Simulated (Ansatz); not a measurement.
Compare A (`C1=CCC=C1`) with its isomer B (`C#CC1CC1`).

Program: Ansatz. Geometries: PBE0-D4/def2-TZVP. ΔE: electronic, gas phase. CBS: MP2 limit from def2 TZ/QZ plus the TZ coupled-cluster correction, frozen cores. Functionals use def2-TZVPP.

A:

Z-matrix (Å, degrees):
```
C
C 1 1.493
C 1 1.493 2 103.4
H 1 1.098 2 112.0 3 -120.7
H 1 1.098 2 111.9 3 120.7
C 2 1.342 1 109.1 3 0.0
H 2 1.081 1 124.1 3 -180.0
C 3 1.342 1 109.1 2 -0.0
H 3 1.081 1 124.1 2 -180.0
H 6 1.082 2 126.1 1 180.0
H 8 1.082 3 126.1 1 -180.0
```

B:

```xyz
11

C     0.622   -1.648    1.772
C     0.169   -1.072    0.820
C    -0.367   -0.382   -0.313
C    -0.687    1.089   -0.209
C     0.475    0.645   -1.029
H     1.022   -2.159    2.615
H    -1.031   -0.975   -0.933
H    -1.578    1.435   -0.717
H    -0.487    1.565    0.741
H     0.392    0.683   -2.108
H     1.469    0.818   -0.639
```

Problem. Which is lower in electronic energy at CCSD(T)/CBS, and by how much? (Estimate.)

Solution. The calculation gave: A, by 39.6 kcal/mol.

Problem. Give E(B) − E(A) in kcal/mol with CCSD(T)/def2-TZVPP, HF/def2-TZVPP, LDA (SPW92), PBE0-D4, r2SCAN-D4, PBE-D4, MP2/def2-TZVPP. (An estimate is asked.)

Solution. Ansatz gave: CCSD(T)/def2-TZVPP 39.1, HF/def2-TZVPP 36.8, LDA (SPW92) 44.4, PBE0-D4 41.2, r2SCAN-D4 40.4, PBE-D4 40.8, MP2/def2-TZVPP 37.5. None reverses the order clearly.

Problem. Does the order hold for the free energy at 298.15 K (harmonic terms from PBE0-D4)? (Estimate.)

Solution. Ansatz gave: Yes: G(B) − G(A) = +37.5 kcal/mol.

Largest T1 diagnostic: 0.011.

From BLYP to BHLYP (50 % exact exchange), in def2-TZVPP and without D4, E(B) − E(A) moves by +1.8 kcal/mol. In def2-TZVPP, CCSD(T) changes the Hartree–Fock value by +2.3 kcal/mol (the triples alone add +0.9 kcal/mol) and MP2 by +0.7 kcal/mol.
